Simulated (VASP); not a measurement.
CdTe:

```
CELL_PARAMETERS angstrom
0.00000 3.20500 3.20500
3.20500 0.00000 3.20500
3.20500 3.20500 0.00000
ATOMIC_POSITIONS crystal
Cd 0.00000 0.00000 0.00000
Te 0.25000 0.25000 0.25000
```

Program: VASP 6.6.1. Alike in all runs: task single point; no spin polarisation; cell as given; k mesh 6 × 6 × 6; cutoff (eV) 520; smearing fermi-dirac 0.02 eV.

**Question.** Order these runs on this cell by their pressure, lowest first.
A. level PBEsol; potentials or basis VASP PAW PBE potentials, release 64 (Cd, Te)
B. level r2SCAN; potentials or basis VASP PAW PBE potentials, release 64 (Cd, Te)
C. level LDA; potentials or basis VASP PAW LDA potentials, release 64 (Cd, Te)

**Answer.** C (0.3 GPa), A (1.9 GPa), B (3.4 GPa).

Caveats: the PAW data sets were made with another functional, which shifts forces and pressure a little (some runs).

Runs at the PBE level aren't shown here.
